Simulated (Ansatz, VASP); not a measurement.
## As in VASP and in Ansatz

```
As
1.0
     3.57937    0.00000    0.00000
    -1.78968    3.09982    0.00000
     0.00000    0.00000   35.37257
As
4
Direct
  0.66667 0.33333 0.22942
  0.33333 0.66667 0.19000
  0.66667 0.33333 0.33599
  0.00000 0.00000 0.37541
```

Alike in both runs: functional PBE; dispersion D3(BJ); k mesh 6 × 6 × 1; occupations gaussian, width 0.1 eV; no spin polarisation.

Ansatz relaxed the structure, and its values are those at the end. VASP's run is a single point on that final structure, the one shown.

|  | VASP | Ansatz |
| --- | --- | --- |
| version | VASP 6.6.1 | Ansatz 0.2.0 |
| potentials or method | VASP PAW PBE potentials, release 64 (As) | scalar-relativistic, plane waves, PAW |
| plane-wave cutoff (eV) | 520 | 420 |
| valence electrons in the cell | 20 | 60 |

```tsv
	VASP	Ansatz	Ansatz less VASP
gap on the k mesh at the Fermi level (eV)	1.25	1.27	+0.024
least direct gap on the mesh (eV)	1.87	1.89	+0.022
rms of the force components (eV/Å)	0.046	0.006	-0.0405
```

The two sets of potentials don't hold the same shells in valence. Ansatz warned: «slab_cell_height_set».
